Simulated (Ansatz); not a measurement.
Fe under changes of volume

One of the cells (11.435 Å³/atom); the others are scaled copies at fixed shape and fractional positions:

```
CELL_PARAMETERS angstrom
0.00000 1.94174 1.96511
1.49844 0.00000 1.96511
1.49844 1.94174 0.00000
ATOMIC_POSITIONS crystal
Fe 0.00000 0.00000 0.00000
```

* Program: Ansatz 0.2.0
* Functional: LDA
* Potentials or basis: Ansatz PAW
* Cutoff: 420 eV (not typed: the program's choice for these potentials)
* k mesh: 13 × 13 × 13
* Occupations: fermi-dirac, width 0.05 eV
* Spin: collinear spin, ferromagnetic start
* Starting moments: [3.0] μB

| volume (Å³/atom) | energy over the lowest point (meV/atom) | pressure (GPa) | moment (μB per cell) |
| --- | --- | --- | --- |
| 10.749 | 0.00 | -7.5 | 2.03 |
| 10.978 | 14.05 | -11.8 | 2.06 |
| 11.207 | 33.89 | -15.5 | 2.10 |
| 11.435 | 58.58 | -18.7 | 2.14 |
| 11.664 | 87.34 | -21.4 | 2.19 |
| 11.893 | ? | ? | ? |
| 12.121 | 154.60 | -25.5 | 2.28 |

What does the run at 11.893 Å³/atom give?

Energy over the lowest point 119.55 meV/atom; pressure -23.6 GPa; moment 2.23 μB per cell.

Worked out: A Birch-Murnaghan fit of order 3 (a polynomial in V^(-2/3)) to the other rows has no minimum within the range. It gives 119.64 meV/atom at 11.893 Å³/atom, against the run's 119.55, and -dE/dV = -23.6 GPa, against -23.6. A parabola through the other rows of the moment, of slope 0.21 μB per Å³/atom there, gives 2.23 μB, against the run's 2.23.

Energies are extrapolated to zero smearing.

Caveats: the PAW data sets come from PBE, with cores solved anew for the run's functional, which leaves a small shift of forces and pressure.
